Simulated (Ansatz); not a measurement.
Runs of Ansatz 0.2.0 on Gd. It takes space group Im-3m (No. 229, cubic). Conventional cell: a = 4.050 Å, b = 4.050 Å, c = 4.050 Å, α = 90.00°, β = 90.00°, γ = 90.00°. Around Gd (site symmetry m-3m) lie 8 Gd at 3.51 Å. This isn't the form of Gd at room conditions, which is hcp.

```tsv
cell	target pressure (GPa)	gap on the mesh (eV)	pressure (GPa)	moment (μB)
relaxed to 20 GPa	20	none	20.0	7.86
relaxed to 2 GPa	2	none	2.0	(a)
relaxed to 30 GPa	30	none	30.0	7.80
relaxed to 10 GPa	10	none	10.0	7.93
relaxed	0	none	0.0	8.01
relaxed to 5 GPa	5	none	5.0	(b)
```

Alike in all rows: task relaxation of cell and atoms; level r2SCAN; potentials or basis Ansatz PAW; spin collinear, ferromagnetic start; k mesh 9 × 9 × 9; cutoff (eV) 500; smearing fermi-dirac 0.05 eV.

Question: Estimate the missing entries.

Answer: (a) 7.98; (b) 7.97.

Caveats: the magnetic or orbital state may not be the lowest; the plane-wave basis is chosen anew once the cell has moved, so the energies of steps on either side of that aren't comparable; spin-orbit coupling is left out, which moves the levels of the heavy elements; the PAW data sets come from PBE, with cores solved anew for the run's functional, which leaves a small shift of forces and pressure.

A k mesh can miss the band edges, and the runs leave out spin-orbit coupling on Gd.

A gap of «none» marks a metal or a gap under the smearing width.

Runs at the PBE level aren't shown here.
